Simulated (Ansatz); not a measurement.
The system is W.

```xyz
1
Lattice="0.0000 2.0300 2.0300 2.0300 0.0000 2.0300 2.0300 2.0300 0.0000" Properties=species:S:1:pos:R:3 pbc="T T T"
W     0.0000    0.0000    0.0000
```

This isn't the form of W at room conditions, which is bcc.

```yaml
Program: Ansatz 0.2.0
Task: relaxation of cell and atoms
Functional: BLYP
Potentials_or_basis: Ansatz PAW
Cutoff: "420 eV (not typed: the program's choice for these potentials)"
k_mesh: 11 × 11 × 11
Occupations: fermi-dirac, width 0.05 eV
Spin: no spin polarisation
```

At the start: volume 16.73 Å³/atom.

Question: Where does the relaxation end?

Answer: It ends after 4 steps and the volume is 17.03 Å³/atom (+1.8 %); space group Fm-3m (No. 225, to 0.05 Å).

The path:
| step | energy change (eV) | largest force (eV/Å) | volume (Å³) |
| --- | --- | --- | --- |
| 1 | 0.0000 | 0.0000 | 16.73 |
| 2 | -0.0042 | 0.0000 | 17.05 |
| 3 | -0.0043 | 0.0000 | 17.03 |
| 4 | -0.0044 | 0.0000 | 17.03 |

Final structure:
```
CELL_PARAMETERS angstrom
0.00000 2.04191 2.04191
2.04191 0.00000 2.04191
2.04191 2.04191 0.00000
ATOMIC_POSITIONS crystal
W 0.00000 0.00000 0.00000
```

Caveat: the plane-wave basis is chosen anew once the cell has moved, so the energies of steps on either side of that aren't comparable; the PAW data sets come from PBE, with cores solved anew for the run's functional, which leaves a small shift of forces and pressure.
